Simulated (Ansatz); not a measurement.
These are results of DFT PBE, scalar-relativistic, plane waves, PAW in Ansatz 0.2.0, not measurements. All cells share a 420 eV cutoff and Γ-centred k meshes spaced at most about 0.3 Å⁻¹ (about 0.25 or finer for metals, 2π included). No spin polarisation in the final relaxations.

These are static total energies at zero pressure. All come from trial cells, and lower structures may exist.

Question: These unrelaxed guesses for C are each relaxed within their symmetry. Order them by the energy at which they end, lowest first.
1.

```
CELL_PARAMETERS angstrom
3.46060 0.00000 0.00000
0.00000 3.46060 0.00000
0.00000 0.00000 3.54916
ATOMIC_POSITIONS crystal
C 0.20582 0.45101 0.94918
C 0.04899 0.29418 0.55082
C 0.95101 0.70582 0.55082
C 0.45101 0.79418 0.05082
C 0.79418 0.54899 0.94918
C 0.70582 0.04899 0.44918
C 0.29418 0.95101 0.44918
C 0.54899 0.20582 0.05082
```

2.

```
CELL_PARAMETERS angstrom
3.69136 0.00000 0.00000
-1.84568 3.19681 0.00000
0.00000 0.00000 2.52990
ATOMIC_POSITIONS crystal
C 0.93387 0.16714 0.48455
C 0.83286 0.76674 0.15122
C 0.23326 0.06613 0.81788
C 0.60455 0.50159 0.65368
C 0.49841 0.10297 0.32035
C 0.89703 0.39545 0.98701
```

3.

```
CELL_PARAMETERS angstrom
-2.39791 2.39791 2.47717
2.39791 -2.39791 2.47717
2.39791 2.39791 -2.47717
ATOMIC_POSITIONS crystal
C 0.59107 0.40893 0.50000
C 0.15893 0.15893 0.31785
C 0.84107 0.84107 0.68215
C 0.90893 0.09107 0.50000
C 0.15893 0.84107 0.00000
C 0.59107 0.09107 0.18215
C 0.90893 0.40893 0.81785
C 0.84107 0.15893 0.00000
```

4.

```
CELL_PARAMETERS angstrom
1.22346 -2.92010 0.00000
1.22346 2.92010 0.00000
0.00000 0.00000 3.45589
ATOMIC_POSITIONS crystal
C 0.50000 0.50000 0.78960
C 0.50000 0.50000 0.21040
C 0.31730 0.68270 0.50000
C 0.68270 0.31730 0.50000
```

Answer: 1 (ends in I4/mmm, 0 meV/atom), 4 (ends in Cmmm, 180 meV/atom), 2 (ends in P6_522, 296 meV/atom), 3 (ends in I4_1/amd, 0.35 eV/atom).

No dispersion correction is applied, so the spacing and binding between layers, chains or molecules are poorly described (I4/mmm), and this can change margins and order among such cells. With atoms moved at random, Cmmm and I4_1/amd came back. Other cells relaxed within their symmetry can be saddle points. The part of the Crystallography Open Database at hand lists C in space groups No. 58, 69, 71, 141, 166 and others; sharing a group (I4_1/amd) doesn't make a cell the listed structure. Some structure types and database cells were kept out of the candidates from the start, so a known form may be missing.
